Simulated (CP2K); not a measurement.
MnO:

```xyz
2
Lattice="3.1451 0.0000 0.0000 1.5725 2.7237 0.0000 1.5725 0.9079 2.5679" Properties=species:S:1:pos:R:3 pbc="T T T"
Mn    0.0000    0.0000    0.0000
O     3.1451    1.8158    1.2840
```

The cell is a database's computed one.

Program: CP2K 2026.2. Alike in all runs: task single point; cell as given; smearing fermi-dirac 0.05 eV. Hardware: 1 thread of Arm Neoverse V1, on a shared host.

Order these runs on this cell by their wall time, lowest first.
A. level RPBE; potentials or basis GTH_POTENTIALS Mn GTH-PBE-q15, O GTH-PBE-q6; DZVP-MOLOPT-SR-GTH basis; spin collinear, ferromagnetic start; k mesh 8 × 8 × 8; NGRIDS 4; REL_CUTOFF (Ry) 60; MIXING BETA (1/bohr) 1.5; CUTOFF of the grids 600 Ry
B. level PBE; potentials or basis POTENTIAL_UZH Mn GTH-PBE-q15, O GTH-PBE-q6; TZVP-MOLOPT-PBE-GTH basis; spin collinear, ferromagnetic start; k mesh 10 × 10 × 10; NGRIDS 4; REL_CUTOFF (Ry) 60 Ry; MIXING BETA (1/bohr) 1.5 1/bohr; CUTOFF of the grids 600 Ry
C. level LDA; potentials or basis GTH_POTENTIALS Mn GTH-PADE-q15, O GTH-PADE-q6; TZVP-MOLOPT-SR-GTH, TZVP-MOLOPT-GTH basis; spin collinear, random start; k mesh 8 × 8 × 8; NGRIDS 5; REL_CUTOFF (Ry) 60; MIXING BETA (1/bohr) 1.5; CUTOFF of the grids 700 Ry

A (90 s), C (210 s), B (490 s).

Caveats: a cell with one magnetic atom can't hold antiferromagnetic order, which such compounds often take.

Not every run made on this cell is shown here.
